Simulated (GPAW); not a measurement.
Here is a GPAW 26.7.0 calculation.

Contents of run.py:

```python
from ase.dft.bandgap import bandgap
from ase.io import read, write
from ase.units import GPa
from gpaw import GPAW, PW, setup_paths

setup_paths.insert(0, '.')

atoms = read('POSCAR')
atoms.set_initial_magnetic_moments([1.0])

calc = GPAW(mode=PW(600),
            xc='PBE',
            kpts={'size': (11, 11, 11), 'gamma': True},
            occupations={'name': 'fermi-dirac', 'width': 0.05},
            nbands=17,
            convergence={'density': 1e-05, 'energy': 1e-05},
            maxiter=150,
            txt='gpaw.txt')
atoms.calc = calc
energy = atoms.get_potential_energy()
forces = atoms.get_forces()
stress = atoms.get_stress()
calc.write('gs.gpw')
write('result.traj', atoms)
print(f'Energy: {energy:.6f} eV')
print('Forces (eV/A):')
print(forces.round(4))
print('Stress (GPa):', (stress / GPa).round(3))
print('Moments:', calc.get_magnetic_moments().round(3))
print('Fermi level:', round(calc.get_fermi_level(), 4), 'eV')
print(f'Gap: {bandgap(calc)[0]:.4f} eV, direct: {bandgap(calc, direct=True)[0]:.4f} eV')

path = atoms.cell.bandpath('GXWKGLUWLK,UX', npoints=80, eps=1e-4)
bs_calc = calc.fixed_density(kpts=path, symmetry='off', nbands=25,
                             convergence={'bands': 'CBM+6.0', 'eigenstates': 1e-6}, txt='bands.txt')
bs = bs_calc.band_structure()
bs.write('bs.json')
print(f'Gap on the path: {bandgap(bs_calc)[0]:.4f} eV')
```

POSCAR

```
Ni
1.0
    0.0000000000      1.7375729330      1.7375729330
    1.7375729330      0.0000000000      1.7375729330
    1.7375729330      1.7375729330      0.0000000000
Ni
1
Direct
    0.0000000000      0.0000000000      0.0000000000
```

Potentials or basis: PAW data sets generated in the run's folder for this functional, pw.

Command:

```bash
$ gpaw-setup -f PBE Ni
$ OMP_NUM_THREADS=1 python run.py
```

Task: Predict the net moment.

Result: 0.58 μB per cell.

Task: Predict the band gap along the path.

Result: None (metal or under the smearing width).

Task: What does it give for the site moments?

Result: Ni +0.61 μB.

Task: Estimate the pressure.

Result: 10.2 GPa.

Levels at the corners of the path, in eV from the Fermi level:
Spin up:
```tsv
point	band 5	band 6	band 7	band 8	band 9	band 10
Γ	-2.56	-2.56	-2.56	-1.30	-1.30	23.94
X	-4.44	-0.52	-0.41	-0.41	2.27	9.57
W	-3.27	-3.27	-1.38	-0.41	7.88	7.88
K	-3.96	-2.25	-1.13	-0.69	5.81	7.43
Γ	-2.56	-2.56	-2.56	-1.30	-1.30	23.94
L	-2.55	-2.55	-0.58	-0.56	-0.56	5.96
U	-3.96	-2.25	-1.13	-0.69	5.81	7.43
W	-3.27	-3.27	-1.38	-0.41	7.88	7.88
L	-2.55	-2.55	-0.58	-0.56	-0.56	5.96
K	-3.96	-2.25	-1.13	-0.69	5.81	7.43
U	-3.96	-2.25	-1.13	-0.69	5.81	7.43
X	-4.44	-0.52	-0.41	-0.41	2.27	9.57
```
Spin down:
| point | band 4 | band 5 | band 6 | band 7 | band 8 | band 9 | band 10 |
| --- | --- | --- | --- | --- | --- | --- | --- |
| Γ | -9.50 | -1.85 | -1.85 | -1.85 | -0.74 | -0.74 | 23.75 |
| X | -4.64 | -3.87 | 0.07 | 0.42 | 0.42 | 2.22 | 9.82 |
| W | -3.68 | -2.71 | -2.71 | -0.85 | 0.42 | 8.06 | 8.06 |
| K | -3.85 | -3.46 | -1.68 | -0.58 | 0.12 | 6.02 | 7.61 |
| Γ | -9.50 | -1.85 | -1.85 | -1.85 | -0.74 | -0.74 | 23.75 |
| L | -4.73 | -1.97 | -1.97 | -0.65 | 0.16 | 0.16 | 6.38 |
| U | -3.85 | -3.46 | -1.68 | -0.58 | 0.12 | 6.02 | 7.61 |
| W | -3.68 | -2.71 | -2.71 | -0.85 | 0.42 | 8.06 | 8.06 |
| L | -4.73 | -1.97 | -1.97 | -0.65 | 0.16 | 0.16 | 6.38 |
| K | -3.85 | -3.46 | -1.68 | -0.58 | 0.12 | 6.02 | 7.61 |
| U | -3.85 | -3.46 | -1.68 | -0.58 | 0.12 | 6.02 | 7.61 |
| X | -4.64 | -3.87 | 0.07 | 0.42 | 0.42 | 2.22 | 9.82 |

Caveat: the stock nickel data set gives pressures a few GPa off other programs.
